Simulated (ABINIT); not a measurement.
# SiC (F-43m): G0W0 with ABINIT, start to end, part 2 of 3

Wanted: ground state, empty states, screening and self-energy for SiC (F-43m).

ABINIT 10.8.3; PBE and many-body steps on it, plane waves. Known limits of the many-body steps: not at the basis limit.

So far. Step 2 (Ground state): The gap is indirect, with the least direct gap 3.19 eV higher.

### Step 3. Bands along the symmetry lines

Level of this step: DFT, PBE, plane waves, norm-conserving pseudopotentials (ABINIT).

The cheap functional maps the bands first; the places of the edges decide which points the dearer methods must see.

The input, run.abi:

```
acell 3*1.0 Angstrom
rprim 
  -0.000000000000 2.179000000000 2.179000000000
  2.179000000000 -0.000000000000 2.179000000000
  2.179000000000 2.179000000000 -0.000000000000
ntypat 2
znucl 14 6
natom 2
typat 1 2
xred 
  0.000000000000 0.000000000000 0.000000000000
  0.250000000000 0.250000000000 0.250000000000
pp_dirpath "pseudos"
pseudos "Si.upf, C.upf"
ecut 37
iscf -2
irdden 1
kptopt 0
nkpt 50
kpt 
  0.00000000 0.00000000 0.00000000
  -0.06250000 -0.06250000 0.00000000
  -0.12500000 -0.12500000 0.00000000
  -0.18750000 -0.18750000 0.00000000
  -0.25000000 -0.25000000 0.00000000
  -0.31250000 -0.31250000 0.00000000
  -0.37500000 -0.37500000 0.00000000
  -0.43750000 -0.43750000 0.00000000
  -0.50000000 -0.50000000 0.00000000
  -0.48437500 -0.48437500 0.03125000
  -0.46875000 -0.46875000 0.06250000
  -0.45312500 -0.45312500 0.09375000
  -0.43750000 -0.43750000 0.12500000
  -0.42187500 -0.42187500 0.15625000
  -0.40625000 -0.40625000 0.18750000
  -0.39062500 -0.39062500 0.21875000
  -0.37500000 -0.37500000 0.25000000
  -0.37500000 0.00000000 0.37500000
  -0.32812500 0.00000000 0.32812500
  -0.28125000 0.00000000 0.28125000
  -0.23437500 0.00000000 0.23437500
  -0.18750000 0.00000000 0.18750000
  -0.14062500 0.00000000 0.14062500
  -0.09375000 0.00000000 0.09375000
  -0.04687500 0.00000000 0.04687500
  0.00000000 0.00000000 0.00000000
  0.00000000 0.00000000 0.06250000
  0.00000000 0.00000000 0.12500000
  0.00000000 0.00000000 0.18750000
  0.00000000 0.00000000 0.25000000
  0.00000000 0.00000000 0.31250000
  0.00000000 0.00000000 0.37500000
  0.00000000 0.00000000 0.43750000
  0.00000000 0.00000000 0.50000000
  -0.06250000 -0.03125000 0.46875000
  -0.12500000 -0.06250000 0.43750000
  -0.18750000 -0.09375000 0.40625000
  -0.25000000 -0.12500000 0.37500000
  -0.31250000 -0.15625000 0.34375000
  -0.37500000 -0.18750000 0.31250000
  -0.43750000 -0.21875000 0.28125000
  -0.50000000 -0.25000000 0.25000000
  -0.50000000 -0.28125000 0.21875000
  -0.50000000 -0.31250000 0.18750000
  -0.50000000 -0.34375000 0.15625000
  -0.50000000 -0.37500000 0.12500000
  -0.50000000 -0.40625000 0.09375000
  -0.50000000 -0.43750000 0.06250000
  -0.50000000 -0.46875000 0.03125000
  -0.50000000 -0.50000000 0.00000000
istwfk *1
nband 11
nbdbuf 2
tolwfr 1e-08
nstep 40
prtwf 0
prtvol 0
indata_prefix "in"
outdata_prefix "out"
tmpdata_prefix "tmp"
```

Started as:

```bash
$ OMP_NUM_THREADS=1 mpirun -n 4 abinit run.abi > log
```

Numbers of over 12 decimals in the logs are rounded to 6 here.

Output:

```text
.Version 10.8.3 of ABINIT. v10.8.2 released Aug 2026.

 Symmetries : space group F-4 3 m (#216); Bravais cF (face-center cubic)
[... echo of the input left out ...]
== DATASET  1 ==================================================================
-   mpi_nproc: 4, omp_nthreads: 1 (-1 if OMP is not activated)

--- !DatasetInfo
iteration_state: {dtset: 1, }
dimensions: {natom: 2, nkpt: 50, mband: 11, nsppol: 1, nspinor: 1, nspden: 1, mpw: 1524, }
cutoff_energies: {ecut:  37.0, pawecutdg:  -1.0, }
electrons: {nelect:   8.00000000E+00, charge:   0.00000000E+00, occopt:   1.00000000E+00, tsmear:   1.00000000E-02, }

 Real(R)+Recip(G) space primitive vectors, cartesian coordinates (Bohr,Bohr^-1):
 R(1)=  0.0000000  4.1177132  4.1177132  G(1)= -0.1214266  0.1214266  0.1214266
 R(2)=  4.1177132  0.0000000  4.1177132  G(2)=  0.1214266 -0.1214266  0.1214266
 R(3)=  4.1177132  4.1177132  0.0000000  G(3)=  0.1214266  0.1214266 -0.1214266
 Unit cell volume ucvol=  1.3963629E+02 bohr^3
 Angles (23,13,12)=  6.00000000E+01  6.00000000E+01  6.00000000E+01 degrees

 getcut: wavevector=  0.0000  0.0000  0.0000  ngfft=  32  32  32
         ecut(hartree)=     37.000   => boxcut(ratio)=   2.00684

--- Pseudopotential description ------------------------------------------------
- Si Generated using ONCVPSP code by D. R. Hamann
- 14.00000   4.00000  171031                  znucl, zion, pspdat
12 -101130 2 -1 1510                          pspcod,pspxc,lmax,lloc,mmax
     nproj     2     2     2
  pspatm : epsatm=    9.34321561
         --- l  ekb(1:nproj) -->
             0    5.168965    0.829883
             1    2.571282    0.578307
             2   -2.427311   -0.488097
 pspatm: atomic psp has been read  and splines computed

- C Generated using ONCVPSP code by D. R. Hamann
-  6.00000   4.00000  171031                  znucl, zion, pspdat
12 -101130 1 -1 1248                          pspcod,pspxc,lmax,lloc,mmax
     nproj     2     2     0
  pspatm : epsatm=    4.31346680
         --- l  ekb(1:nproj) -->
[...]
pspatm: atomic psp has been read  and splines computed

--------------------------------------------------------------------------------

================================================================================
 prteigrs : about to open file out_EIG
 Non-SCF case, kpt    1 (  0.00000  0.00000  0.00000), residuals and eigenvalues=
  7.31E-09  4.96E-09  5.11E-09  9.57E-09  4.44E-09  2.28E-09  5.11E-09  7.08E-09
[...]
-3.1511E-01  2.5118E-01  2.5118E-01  2.5118E-01  4.7989E-01  5.1987E-01
  5.1987E-01  5.1987E-01  7.8510E-01  7.8510E-01  8.5604E-01
 Non-SCF case, kpt    2 ( -0.06250 -0.06250  0.00000), residuals and eigenvalues=
  9.46E-10  3.51E-09  2.94E-09  7.57E-09  2.73E-09  5.13E-09  2.12E-09  7.33E-09
[...]
-3.1136E-01  2.3949E-01  2.4389E-01  2.4389E-01  4.8954E-01  5.1068E-01
[...]
1.01E-09  2.75E-09  3.28E-09  3.77E-09  2.35E-09  4.84E-09  1.51E-09  8.94E-09
[...]
-3.0018E-01  2.1014E-01  2.2553E-01  2.2553E-01  4.7852E-01  5.1628E-01
  5.5867E-01  5.5867E-01  6.7428E-01  8.0189E-01  9.1296E-01
[...]
Non-SCF case, kpt   49 ( -0.50000 -0.46875  0.03125), residuals and eigenvalues=
[...]
-1.3046E-01 -3.4798E-02  1.3098E-01  1.3132E-01  3.0612E-01  4.1484E-01
  7.5986E-01  7.6594E-01  7.9086E-01  9.7615E-01  1.0605E+00
 Non-SCF case, kpt   50 ( -0.50000 -0.50000  0.00000), residuals and eigenvalues=
[...]
-1.3075E-01 -3.5551E-02  1.3389E-01  1.3389E-01  3.0121E-01  4.1043E-01
  7.6569E-01  7.6569E-01  7.9395E-01  9.8755E-01  1.0706E+00

--- !ResultsGS
iteration_state: {dtset: 1, }
comment   : Summary of ground state results
lattice_vectors:
- [ -0.0000000,   4.1177132,   4.1177132, ]
- [  4.1177132,  -0.0000000,   4.1177132, ]
- [  4.1177132,   4.1177132,  -0.0000000, ]
lattice_lengths: [   5.82333,    5.82333,    5.82333, ]
lattice_angles: [ 60.000,  60.000,  60.000, ] # degrees, (23, 13, 12)
lattice_volume:   1.3963629E+02
convergence: {deltae:  0.000E+00, res2:  0.000E+00, residm:  9.981E-09, diffor:  0.000E+00, }
etotal    :  -1.02697872E+01
entropy   :   0.00000000E+00
fermie    :   2.51183540E-01
cartesian_stress_tensor: null
pressure_GPa: null
xred      :
- [  0.0000E+00,   0.0000E+00,   0.0000E+00, Si]
- [  2.5000E-01,   2.5000E-01,   2.5000E-01,  C]
cartesian_forces: null
force_length_stats: {min: null, max: null, mean: null, }

 Integrated electronic density in atomic spheres:
 ------------------------------------------------
 Atom  Sphere_radius  Integrated_density
[...]
================================================================================

 ----iterations are completed or convergence reached----

 Mean square residual over all n,k,spin=   47.481E-10; max=  99.808E-10
 reduced coordinates (array xred) for    2 atoms
[...]
cartesian coordinates (angstrom) at end:
    1      0.000000     0.000000     0.000000
    2      1.089500     1.089500     1.089500
 length scales=  1.889726125908  1.889726125908  1.889726125908 bohr
              =  1.000000000000  1.000000000000  1.000000000000 angstroms
 prteigrs : about to open file out_EIG
 Eigenvalues (hartree) for nkpt=  50  k points:
 kpt#   1, nband= 11, wtk=  1.00000, kpt=  0.0000  0.0000  0.0000 (reduced coord)
[...]
kpt#   2, nband= 11, wtk=  1.00000, kpt= -0.0625 -0.0625  0.0000 (reduced coord)
[...]
kpt#   3, nband= 11, wtk=  1.00000, kpt= -0.1250 -0.1250  0.0000 (reduced coord)
[...]
kpt#  49, nband= 11, wtk=  1.00000, kpt= -0.5000 -0.4687  0.0313 (reduced coord)
  -0.13046   -0.03480    0.13098    0.13132    0.30612    0.41484    0.75986    0.76594
   0.79086    0.97615    1.06049
 kpt#  50, nband= 11, wtk=  1.00000, kpt= -0.5000 -0.5000  0.0000 (reduced coord)
  -0.13075   -0.03555    0.13389    0.13389    0.30121    0.41043    0.76569    0.76569
   0.79395    0.98755    1.07056

== END DATASET(S) ==============================================================
================================================================================

 -outvars: echo values of variables after computation  --------
            nband          11
             nkpt          50
          spgroup         216
 [... the other variables as echoed above ...]

 Calculation completed.
```

Wall time 3.8 s (4 MPI ranks of Arm Neoverse V1, shared host); peak memory 0.24 GiB.

Numbers from this step:

* gap: 1.361 eV
* k of the valence top: 0, 0, 0
* k of the conduction bottom: -0.5, -0.5, 0
* least direct gap: 4.553 eV

The gap is 1.361 eV, as in the run before at this level.

The electronic bands at the labelled points (eV, zero at the top of the highest filled band; v1 is the highest filled band, c1 the lowest empty one):

| point | v4 | v3 | v2 | v1 | c1 | c2 | c3 | c4 |
| --- | --- | --- | --- | --- | --- | --- | --- | --- |
| Γ | -15.41 | 0.00 | 0.00 | 0.00 | 6.22 | 7.31 | 7.31 | 7.31 |
| halfway | -13.81 | -3.35 | -1.94 | -1.94 | 4.06 | 6.35 | 10.58 | 10.58 |
| X | -10.39 | -7.80 | -3.19 | -3.19 | 1.36 | 4.33 | 14.00 | 14.00 |
| halfway | -10.34 | -7.64 | -4.23 | -3.04 | 2.10 | 5.31 | 13.33 | 13.54 |
| U | -10.39 | -7.28 | -5.55 | -2.60 | 3.11 | 7.78 | 11.84 | 12.45 |
| jump to K | -10.39 | -7.28 | -5.55 | -2.60 | 3.11 | 7.78 | 11.84 | 12.45 |
| halfway | -13.64 | -4.48 | -2.93 | -0.54 | 6.77 | 7.84 | 8.25 | 9.05 |
| Γ | -15.41 | 0.00 | 0.00 | 0.00 | 6.22 | 7.31 | 7.31 | 7.31 |
| halfway | -14.21 | -4.30 | -0.61 | -0.61 | 5.99 | 7.91 | 7.91 | 9.35 |
| L | -11.84 | -8.54 | -1.05 | -1.05 | 5.43 | 7.23 | 7.23 | 10.05 |
| halfway | -11.20 | -7.83 | -3.71 | -2.26 | 5.25 | 7.28 | 10.15 | 11.00 |
| W | -10.16 | -7.03 | -4.99 | -4.69 | 5.21 | 9.44 | 9.45 | 9.79 |
| halfway | -10.28 | -7.49 | -4.07 | -4.05 | 3.06 | 6.02 | 11.94 | 13.32 |
| X | -10.39 | -7.80 | -3.19 | -3.19 | 1.36 | 4.33 | 14.00 | 14.00 |

The electronic bands as a text plot (rows in eV, shown from -8.0 to 7.4 only):

```
    7.0 |+++++           +      ++++++++        +++++++
    6.4 |++++ ++                     +++++++
    5.8 |       ++      +     ++            +++++ ++++       +
    5.1 |    +    +    +    ++                   +    ++++++  +
    4.5 |          ++++                                     +  ++
    3.8 |     ++           +
    3.2 |       ++        +                                  +
    2.6 |               ++                                    +
    1.9 |         +   ++                                       +
    1.3 |          +++                                          +
    0.6 |
    0.0 |**                      **********
   -0.6 |  **                   *  ***  *  *****
   -1.3 |  ***              ****         **     *****
   -1.9 |    ***           *     ****               **
   -2.6 |       ***      **                *         **
   -3.2 |     **   ******       ***                    *       **
   -3.8 |                     **                      * *    **
   -4.5 |       **     **       *           *          * ****
   -5.1 |                *  **                          ****
   -5.8 |         *       **  **             **
   -6.4 |                   **
   -7.0 |          **     **                   *        *****
   -7.7 |            *****                            **     ****
         Γ           X  U|K            Γ         L        W     X
```

### Step 4. Empty states on the mesh, 6×6×6 mesh, 165 bands

The sums over transitions need many empty states on a uniform mesh; this step solves for them.

The input, run.abi:

```
acell 3*1.0 Angstrom
rprim 
  -0.000000000000 2.179000000000 2.179000000000
  2.179000000000 -0.000000000000 2.179000000000
  2.179000000000 2.179000000000 -0.000000000000
ntypat 2
znucl 14 6
natom 2
typat 1 2
xred 
  0.000000000000 0.000000000000 0.000000000000
  0.250000000000 0.250000000000 0.250000000000
pp_dirpath "pseudos"
pseudos "Si.upf, C.upf"
ecut 37
ngkpt 6 6 6
nshiftk 1
shiftk 0 0 0
kptopt 1
chksymbreak 0
irdden 1
istwfk *1
nband 165
prtvol 0
optdriver 6
gwr_task "HDIAGO"
paral_kgb 0
occopt 1
indata_prefix "in"
outdata_prefix "out"
tmpdata_prefix "tmp"
```

Output:

```text
[banner, memory and clock lines left out]
.Version 10.8.3 of ABINIT. v10.8.2 released Aug 2026.

 Symmetries : space group F-4 3 m (#216); Bravais cF (face-center cubic)
[... echo of the input left out ...]
== DATASET  1 ==================================================================
-   mpi_nproc: 4, omp_nthreads: 1 (-1 if OMP is not activated)

--- !DatasetInfo
iteration_state: {dtset: 1, }
dimensions: {natom: 2, nkpt: 16, mband: 165, nsppol: 1, nspinor: 1, nspden: 1, mpw: 1524, }
cutoff_energies: {ecut:  37.0, pawecutdg:  -1.0, }
electrons: {nelect:   8.00000000E+00, charge:   0.00000000E+00, occopt:   1.00000000E+00, tsmear:   1.00000000E-02, }

.Using double precision arithmetic; gwpc =  8

- Reading GS density from: in_DEN

--- Pseudopotential description ------------------------------------------------
- Si Generated using ONCVPSP code by D. R. Hamann
- 14.00000   4.00000  171031                  znucl, zion, pspdat
12 -101130 2 -1 1510                          pspcod,pspxc,lmax,lloc,mmax
     nproj     2     2     2
  pspatm : epsatm=    9.34321561
         --- l  ekb(1:nproj) -->
             0    5.168965    0.829883
             1    2.571282    0.578307
             2   -2.427311   -0.488097
 pspatm: atomic psp has been read  and splines computed

- C Generated using ONCVPSP code by D. R. Hamann
-  6.00000   4.00000  171031                  znucl, zion, pspdat
12 -101130 1 -1 1248                          pspcod,pspxc,lmax,lloc,mmax
     nproj     2     2     0
  pspatm : epsatm=    4.31346680
         --- l  ekb(1:nproj) -->
             0    6.481548    0.385504
             1   -4.199961   -0.877517
 pspatm: atomic psp has been read  and splines computed

   1.09253459E+02                                ecore*ucvol(ha*bohr**3)

 Total charge density [el/Bohr^3]
)     Maximum=    2.7627E-01  at reduced coord.    0.1875    0.2188    0.4063
)     Minimum=    1.3992E-03  at reduced coord.    0.0000    0.0000    0.0000
   Integrated=    8.0000E+00

 === KS gaps after direct diagonalization ===
 Indirect band gap semiconductor
 Fundamental gap:     1.361 (eV)
   VBM:     6.835 (eV) at k: [ 0.0000E+00,  0.0000E+00,  0.0000E+00]
   CBM:     8.196 (eV) at k: [ 5.0000E-01,  5.0000E-01,  0.0000E+00]
 Direct gap:         4.553 (eV) at k: [ 5.0000E-01,  5.0000E-01,  0.0000E+00]

== END DATASET(S) ==============================================================

 -outvars: echo values of variables after computation  --------
           etotal      0.0000000000E+00
            nband         165
             nkpt          16
          spgroup         216
 [... the other variables as echoed above ...]

 Calculation completed.
```

The job ended after 15 s (4 MPI ranks; peak memory 0.75 GiB).

Numbers from this step:

| Item | Value |
| --- | --- |
| gap | 1.361 eV |
| k of the valence top | 0, 0, 0 |
| k of the conduction bottom | 0.5, 0.5, 0 |
| least direct gap | 4.553 eV |
| k points computed | 16 |
| lowest point of the top converged band, above the valence top | 198.3907 eV |

On this mesh the gap is 1.361 eV.

### Step 5. Screening, 6×6×6 mesh, 157 bands, screening to 261.2 eV

The RPA dielectric matrix is built and inverted for each q.

This step: RPA screening on PBE, plane waves, norm-conserving pseudopotentials.

Edit run.abi of step 4 so:

```diff
@@ -20,10 +20,11 @@
 chksymbreak 0
-irdden 1
 istwfk *1
-nband 165
-prtvol 0
-optdriver 6
-gwr_task "HDIAGO"
-paral_kgb 0
 occopt 1
+irdwfk 1
+optdriver 3
+nband 157
+ecuteps 9.6
+inclvkb 2
+awtr 1
+symchi 1
 indata_prefix "in"
```

Output:

```text
.Version 10.8.3 of ABINIT. v10.8.2 released Aug 2026.

 Symmetries : space group F-4 3 m (#216); Bravais cF (face-center cubic)
[... echo of the input left out ...]
== DATASET  1 ==================================================================
-   mpi_nproc: 4, omp_nthreads: 1 (-1 if OMP is not activated)

--- !DatasetInfo
iteration_state: {dtset: 1, }
dimensions: {natom: 2, nkpt: 16, mband: 157, nsppol: 1, nspinor: 1, nspden: 1, mpw: 1524, }
cutoff_energies: {ecut:  37.0, pawecutdg:  -1.0, }
electrons: {nelect:   8.00000000E+00, charge:   0.00000000E+00, occopt:   1.00000000E+00, tsmear:   1.00000000E-02, }

 SCREENING: Calculation of the susceptibility and dielectric matrices

 Based on a program developped by R.W. Godby, V. Olevano, G. Onida, and L. Reining.
 Incorporated in ABINIT by V. Olevano, G.-M. Rignanese, and M. Torrent.
.Using double precision arithmetic ; gwpc =  8

[... cell and pseudopotentials left out ...]
--------------------------------------------------------------------------------

 ==== K-mesh for the wavefunctions ====
 Number of points in the irreducible wedge :    16
[... list of points left out ...]
 Together with 24 symmetry operations and time-reversal symmetry
 yields   216 points in the full Brillouin Zone.

 ==== Q-mesh for the screening function ====
 Number of points in the irreducible wedge :    16
[... list of points left out ...]
 Together with 24 symmetry operations and time-reversal symmetry
 yields   216 points in the full Brillouin Zone.

 setmesh: FFT mesh size selected  =    24x   24x   24
          total number of points  =        13824

 vcoul_init : cutoff-mode = AUXILIARY_FUNCTION
 q-points for optical limit:   1
     1)      0.000010    0.000020    0.000030

- screening: taking advantage of time-reversal symmetry
- Maximum band index for partially occupied states nbvw = 4
- Remaining bands to be divided among processors   nbcw = 153
- Number of bands treated by each node ~38

 Number of electrons calculated from density =    8.0000; Expected =    8.0000
 average of density, n =  0.057292
 r_s =    1.6092
 omega_plasma =   23.0888 [eV]

 calculating chi0 at frequencies [eV] :
  1    0.000000E+00    0.000000E+00
  2    0.000000E+00    2.308880E+01

--------------------------------------------------------------------------------
  q-point number  1        q = ( 0.000000, 0.000000, 0.000000) [r.l.u.]
--------------------------------------------------------------------------------
[... chi0 elements left out ...]
 For q-point:  0.000010 0.000020 0.000030
  dielectric constant =   7.0834
  dielectric constant without local fields =   7.7436

  Average fulfillment of the sum rule on Im[epsilon] for q-point    1 :     95.25  [%]
[... wings left out ...]
  q-point number  2        q = ( 0.166667, 0.000000, 0.000000) [r.l.u.]
--------------------------------------------------------------------------------
[... chi0 elements left out ...]
  Average fulfillment of the sum rule on Im[epsilon] for q-point    2 :     97.36  [%]

 [... 14 further q-points ...]
```

Wall time 70 s (4 MPI ranks); peak memory 1 GiB.

This step gave:

```yaml
eps_infinity_with_local_fields_on_this_mesh_along_the_program_s_q_direction: 7.083
the_same_without_local_fields: 7.744
plasma_frequency: 23.09 eV
plane_waves_in_the_screening_matrix: 181
```

Local fields lower ε∞ by 9 %.

(Continued in part 3 of 3.)

[Paths, hosts, dates, memory and timing lines, banners, echoed tables and standing remarks are left out of the program output.]

[Logs are printed without paths, hosts, clocks, repeated set-up lines and the standing remarks that a program may print on its own settings, such as how far it seeks lower states.]

[Runs of the session that timed out or met a known fault of the program may be left out.]

[Hosts, paths, dates, database ids (printed as entryN), source tags and the programs' standing remarks are cut or masked in the printed files.]

[G0W0 gaps are taken among the corrected bands and points alone; a level outside them can change the order at an edge.]

[Where Ansatz stands beside ABINIT at settings called matched, ABINIT's density can come from a denser mesh and the files from another edition; pairs whose starting gaps differed by over 0.03 eV were left out, so agreement reads better than it is.]
